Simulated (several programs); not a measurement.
Mg2Si (antifluorite) from semi-empirical methods to plane-wave DFT

Mg2Si built on the antifluorite prototype, relaxed with r2SCAN in Ansatz, was computed with several methods. The symmetry is Fm-3m (No. 225, cubic); a = 6.338 Å in the conventional setting, 21.22 Å³ an atom. Si has 8 Mg at 2.74 Å; Mg has 4 Si at 2.74 Å. The values are computed, spin-unpolarised, and not measurements.

```cif
data_structure
_symmetry_space_group_name_H-M 'P 1'
_symmetry_Int_Tables_number 1
_cell_length_a 4.4816
_cell_length_b 4.4816
_cell_length_c 4.4816
_cell_angle_alpha 60.000
_cell_angle_beta 60.000
_cell_angle_gamma 60.000
_cell_volume 63.65
loop_
_atom_site_label
_atom_site_type_symbol
_atom_site_fract_x
_atom_site_fract_y
_atom_site_fract_z
_atom_site_occupancy
Si1 Si 0.00000 0.00000 0.00000 1
Mg1 Mg 0.25000 0.25000 0.25000 1
Mg2 Mg 0.75000 0.75000 0.75000 1
```

Gaps and times are for a single point on this cell; volume and bulk modulus come from each method's own relaxation or energy curve at fixed shape. Times are rough, from shared hosts (Arm Neoverse V2; NVIDIA H100 80GB HBM3), and each method has its own mesh and cell size. PM6 (MOPAC), PM7 (MOPAC), GFN1-xTB (tblite) treat a cluster of cells at its zone centre, which samples few k points: where these miss a band edge, the gap comes out too large for that reason alone. Gaps from k meshes are read at a limited set of points (mesh, symmetry points, PBE's band edges), so each method's own least gap may be somewhat smaller. xTB and the PM methods were fitted mostly to molecules, and can miss a solid's gap by electronvolts. Minimal bases can be far off for gaps. Times of the plane-wave ladder aren't listed, since it ran on unlike processors and cards. GLLB-SC's gap includes the derivative discontinuity. G0W0 is at finite bands, cutoff and mesh. d marks a direct gap, i an indirect one (no mark: not told apart), a dash a value that wasn't computed or didn't pass its checks.

| method | kind | gap (eV) | own volume (Å³/atom) | bulk modulus (GPa) | atoms computed | processor time |
| --- | --- | --- | --- | --- | --- | --- |
| light PBE (260 eV and a coarse mesh) | light plane-wave | 0.16 i | – | – | 3 | 0.57 s |
| PBE | semilocal | 0.20 i | 21.47 | 54 | 3 | – |
| r2SCAN | semilocal | 0.45 i | 21.22 | 58 | 3 | – |
| GFN1-xTB (tblite) | tight binding | 0 | – | – | cluster | 5.3 s |
| PM7 (MOPAC) | semi-empirical | 5.55 | – | – | cluster | 6.5 s |
| PM6 (MOPAC) | semi-empirical | 2.21 | – | – | cluster | 9.4 s |
| PBE/SZV (CP2K) | small basis | overlap 1.63 | – | – | 3 | 9.6 s |
| GLLB-SC (GPAW) | model potential | 0.64 | – | – | 3 | 11 s |
| PBE/single zeta (GPAW) | small basis | 0.50 i | – | – | 3 | 12 s |
| PBE/DZVP (CP2K) | small basis | 0.31 i | – | – | 3 | 13 s |
| G0W0@r2SCAN (180 eV screening cutoff) | many-body | 0.68 | – | – | 3 | – |
| G0W0@PBE (260 eV screening cutoff) | many-body | 0.59 | – | – | 3 | – |

Against r2SCAN (0.45 eV) and with closed or daggered gaps left aside, the nearest gap at the points sampled is that of PBE/single zeta (GPAW) (+0.05 eV) and the farthest that of PM7 (MOPAC) (+5.10 eV). r2SCAN is only a yardstick of convenience: semilocal gaps usually lie below measured ones, which GLLB-SC and hybrids aim to mend.

Runs without a result: GFN2-xTB (tblite) (single point).
